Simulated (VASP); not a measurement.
Runs of VASP 6.6.1 on ZnO. The structure is hexagonal, space group P6_3mc (No. 186). Conventional cell: a = 3.249 Å, b = 3.249 Å, c = 5.204 Å, α = 90.00°, β = 90.00°, γ = 120.00°. Around Zn (site symmetry 3m) lie 4 O at 1.97 to 1.99 Å. Around O (site symmetry 3m) lie 4 Zn at 1.97 to 1.99 Å. 

| level | potentials or basis | stress gpa | gap on the mesh (eV) | pressure (GPa) |
| --- | --- | --- | --- | --- |
| PBEsol | VASP PAW PBE potentials, release 64 (Zn, O) | 0 | 0.69 | -0.5 |
| PBE | VASP PAW PBE potentials, release 64 (Zn, O) | -1 | (b) | 5.6 |
| LDA | VASP PAW LDA potentials, release 64 (Zn, O) | -1 | 0.73 | -6.3 |
| PBE | VASP PAW PBE potentials, release 64 (Zn, O) | 0 | (c) | 6.0 |
| LDA | VASP PAW LDA potentials, release 64 (Zn, O) | 1 | 0.76 | -5.7 |
| PBEsol | VASP PAW PBE potentials, release 64 (Zn, O) | 1 | (a) | -0.1 |
| LDA | VASP PAW LDA potentials, release 64 (Zn, O) | 0 | 0.74 | -6.0 |
| PBEsol | VASP PAW PBE potentials, release 64 (Zn, O) | -1 | 0.67 | -0.8 |

Alike in all rows: task relaxation of the atoms; no spin polarisation; cell atoms relaxed; k mesh 8 × 8 × 5; cutoff (eV) 520; smearing gaussian 0.02 eV.

Task: Fill in the values left out.

Result: (a) 0.70; (b) 0.77; (c) 0.79.

Caveats: the PAW data sets were made with another functional, which shifts forces and pressure a little (some runs).

